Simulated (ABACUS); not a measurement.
Input of an ABACUS 3.10.1 run:

Contents of run_abacus.py:

```python
"""ABACUS run from a structure file: ASE reads it, the script writes STRU, KPT and INPUT."""
import re
import subprocess
from ase.io import read
from ase.units import Bohr

atoms = read("Pb.cif")
atoms = atoms[(-atoms.numbers).argsort(kind="stable")]  # ABACUS lists atoms element by element
pseudo = {'Pb': 'pb_pbe_v1.uspp.F.UPF'}
orbital = {}
magmoms = None
kmesh = [5, 5, 5]
params = {
    'suffix': 'Pb',
    'calculation': 'scf',
    'basis_type': 'pw',
    'pseudo_dir': './',
    'symmetry': 1,
    'dft_functional': 'pbe',
    'ecutwfc': 40,
    'pseudo_rcut': 10,
    'nspin': 1,
    'nbands': 18,
    'ks_solver': 'dav',
    'smearing_method': 'fd',
    'smearing_sigma': 0.00367493,
    'scf_thr': 1e-08,
    'scf_nmax': 100,
    'mixing_type': 'broyden',
    'mixing_beta': 0.7,
    'cal_force': 1,
    'cal_stress': 1,
    'ecutrho': 320,
    'kpar': 4,
}

symbols = atoms.get_chemical_symbols()
elements = list(dict.fromkeys(symbols))
lines = ["ATOMIC_SPECIES"] + [f"{e} {atoms.get_masses()[symbols.index(e)]:.4f} {pseudo[e]}" for e in elements]
if orbital:
    lines += ["", "NUMERICAL_ORBITAL"] + [orbital[e] for e in elements]
lines += ["", "LATTICE_CONSTANT", f"{1 / Bohr:.10f}", "", "LATTICE_VECTORS"]
lines += [" ".join(f"{x:.10f}" for x in v) for v in atoms.cell]
lines += ["", "ATOMIC_POSITIONS", "Direct"]
for e in elements:
    lines += ["", e, "0.0", str(symbols.count(e))]
    for i, p in enumerate(atoms.get_scaled_positions(wrap=False)):
        if symbols[i] == e:
            mag = "" if magmoms is None else " mag " + " ".join(str(x) for x in (magmoms[i] if isinstance(magmoms[i], list) else [magmoms[i]]))
            lines.append(" ".join(f"{x:.10f}" for x in p) + " 1 1 1" + mag)
open("STRU", "w").write("\n".join(lines) + "\n")
open("KPT", "w").write("K_POINTS\n0\nGamma\n%d %d %d 0 0 0\n" % tuple(kmesh))
open("INPUT", "w").write("INPUT_PARAMETERS\n" + "".join(f"{k:<20s}{v}\n" for k, v in params.items()))

done = subprocess.run(['mpirun', '-np', '4', 'abacus'])
if done.returncode:
    raise SystemExit(done.returncode)
log = open("OUT.Pb/running_scf.log").read()
print("final energy (eV):", re.findall(r"FINAL_ETOT_IS (\S+)", log))
```

File Pb.cif:

```cif
data_Pb
_cell_length_a 4.86348052
_cell_length_b 4.86348052
_cell_length_c 4.86348052
_cell_angle_alpha 60.00000000
_cell_angle_beta 60.00000000
_cell_angle_gamma 60.00000000
_space_group_name_H-M_alt 'P1'
_space_group_name_Hall 'P 1'
_space_group_IT_number 1
loop_
_space_group_symop_operation_xyz
'x,y,z'
loop_
_atom_site_label
_atom_site_type_symbol
_atom_site_symmetry_multiplicity
_atom_site_Wyckoff_symbol
_atom_site_fract_x
_atom_site_fract_y
_atom_site_fract_z
_atom_site_occupancy
Pb1 Pb 1 a 0.2500000000 0.2500000000 0.2500000000 1
Pb2 Pb 1 a 0.0000000000 0.0000000000 0.0000000000 1
```

Potentials or basis: GBRV ultrasoft 1.5 PBE, plane waves.

Run with:

```console
$ OMP_NUM_THREADS=1 python run_abacus.py > log
```

Problem. Estimate the band gap on the k mesh.

Solution. None (metal or under the smearing width).

Problem. Predict the pressure.

Solution. 2.5 GPa.

The run has no spin-orbit coupling, so splittings on Pb are missing.
